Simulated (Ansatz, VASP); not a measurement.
**Two plane-wave programs on La**

File INCAR:

```
  ALGO = Normal
  EDIFF = 1E-6
  ENCUT = 520
  ISIF = 2
  ISMEAR = -1
  LASPH = T
  LCHARG = F
  LREAL = F
  LWAVE = F
  NBANDS = 18
  NELM = 100
  PREC = Accurate
  SIGMA = 0.1
```

The input KPOINTS:

```
k-points
0
Gamma
  10 10 10
```

Contents of POSCAR:

```
La
1.0
    0.0000000000      3.3431732751      3.3431732751
    3.3431732751      0.0000000000      3.3431732751
    3.3431732751      3.3431732751      0.0000000000
La
2
Direct
    0.1250000000      0.1250000000      0.1250000000
    0.8750000000      0.8750000000      0.8750000000
```

Input for Ansatz:

```yaml
crystal:
  lattice:
    - [0.0, 3.3431732751, 3.3431732751]
    - [3.3431732751, 0.0, 3.3431732751]
    - [3.3431732751, 3.3431732751, 0.0]
  atoms:
    - { symbol: La, position: [0.125, 0.125, 0.125] }
    - { symbol: La, position: [0.875, 0.875, 0.875] }
hamiltonian:
  xc: lda
  pseudopotentials:
    kind: paw
    azcp:
      La: "pseudopotentials/La.paw.azcp"
basis:
  ecutwfc: 420
  fft_grid_basis: typed
kpoints:
  mp_grid: { grid: [10, 10, 10], shift: [0, 0, 0] }
magnetization:
  spin_polarized: false
scf:
  occupations: { method: fermi_dirac, width: 0.1 }
  lower_state_search: "off"
output:
  stress: true
```

Alike in both runs: task single point; functional LDA; k mesh 10 × 10 × 10; occupations fermi-dirac, width 0.1 eV; no spin polarisation.

```csv
,VASP,Ansatz
version,VASP 6.6.1,Ansatz 0.2.0
potentials or method,"VASP PAW LDA potentials, release 64 (La)","plane waves (420 eV) with PAW, scalar-relativistic"
plane-wave cutoff (eV),520,420
valence electrons in the cell,22,22
```

|  | VASP | Ansatz | Ansatz less VASP |
| --- | --- | --- | --- |
| pressure (GPa) | -3.7 | -3.6 | +0.09 |

Ansatz warned: «pseudo_functional_mismatch».

The runs have no spin-orbit coupling, so splittings on La are missing.
